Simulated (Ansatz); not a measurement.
System: PbTe (rock salt type), 2 atoms in the cell.

```
Pb Te
1.0
     0.00000    3.28500    3.28500
     3.28500    0.00000    3.28500
     3.28500    3.28500    0.00000
Pb Te
1 1
Direct
  0.00000 0.00000 0.00000
  0.50000 0.50000 0.50000
```

The calculation used HSE06, plane waves, all-electron PAW datasets generated for the crystal, point nucleus (Ansatz 0.2.0 development build).

Cutoff 290 eV; exchange singularity: regularized; k-mesh 6×6×6 Γ-centred; Fermi–Dirac smearing of 0.02 eV; no spin polarisation; no spin–orbit coupling.

Problem. How large is the gap on this mesh, is it direct, and where do the band edges lie (fractions of the reciprocal vectors of this cell)?

Solution. 1.24 eV, direct at (0.000, 0.000, -0.500).

Problem. List the levels near the gap at (0.000, 0.000, 0.000), (0.000, 0.000, 0.167), (0.000, 0.000, -0.500), (0.000, 0.167, 0.333), (0.000, 0.167, -0.167), in eV from the top of the valence band (v1 is the highest filled band, c1 the lowest empty one).

Solution. 
```csv
k,v4,v3,v2,v1,c1
"(0.000, 0.000, 0.000)",-6.02,-1.37,-1.37,-1.37,4.70
"(0.000, 0.000, 0.167)",-6.78,-1.30,-1.30,-0.96,3.45
"(0.000, 0.000, -0.500)",-9.12,-0.93,-0.93,0.00,1.24
"(0.000, 0.167, 0.333)",-7.77,-1.97,-1.89,-1.16,2.67
"(0.000, 0.167, -0.167)",-7.56,-2.30,-0.82,-0.22,2.03
```

A gap read on the mesh is an upper bound of this method's gap, since the mesh can miss a band edge. Spin–orbit coupling is left out; with heavy elements it can shift the gap and split levels by tenths of an eV.
